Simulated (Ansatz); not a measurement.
# NaCl: the cost of one run

Program: Ansatz 0.2.0. Level of theory: DFT PBEsol, scalar-relativistic, plane waves, PAW. These are calculated values, not measurements.

The COD cell was measured well above room temperature, so it is larger than a cold one.

1 further run of the same task is left out (set aside as unsound or not needed).

## Step 1: The structure to begin with

Symmetry: Fm-3m, No. 225, cubic system. The conventional cell has a = 5.663 Å, b = 5.663 Å, c = 5.663 Å, α = 90.00°, β = 90.00°, γ = 90.00°. Na (site symmetry m-3m) has 6 Cl at 2.83 Å as nearest neighbours. Around Cl (site symmetry m-3m) lie 6 Na at 2.83 Å.

Structure file:

```cif
data_structure
_symmetry_space_group_name_H-M 'P 1'
_symmetry_Int_Tables_number 1
_cell_length_a 4.0047
_cell_length_b 4.0047
_cell_length_c 4.0047
_cell_angle_alpha 60.000
_cell_angle_beta 60.000
_cell_angle_gamma 60.000
_cell_volume 45.41
loop_
_atom_site_label
_atom_site_type_symbol
_atom_site_fract_x
_atom_site_fract_y
_atom_site_fract_z
_atom_site_occupancy
Na1 Na 0.00000 0.00000 0.00000 1
Cl1 Cl 0.50000 0.50000 0.50000 1
```

The structure comes from the Crystallography Open Database.

## Step 2: One atom moved

Against the listed cell: atom 2 (Cl) moved by 0.23 Å.

File input.yaml:

```yaml
crystal:
  lattice:
    - [0.0, 2.83175, 2.83175]
    - [2.83175, 0.0, 2.83175]
    - [2.83175, 2.83175, 0.0]
  atoms:
    - { symbol: Na, position: [0.0, 0.0, 0.0] }
    - { symbol: Cl, position: [0.5397280833, 0.5397280833, 0.4602719167] }
basis:
  ecutwfc: 420
kpoints:
  mp_grid: { grid: [8, 8, 8] }
hamiltonian:
  xc: pbesol
scf:
  occupations: { method: gaussian, width: 0.02 }
output:
  forces: true
  stress: true
  eigenvalues: true
```

The run is started by

```
$ ansatz run input.yaml --threads 1 --pin off --max-ram 1331MiB --backend cpu --events-out ev --progress --plain --runs-dir out
```

What time and memory should one allow on 1 thread of an x86-64 CPU, shared host?

About 3.1 s, with a peak of 0.36 GiB.
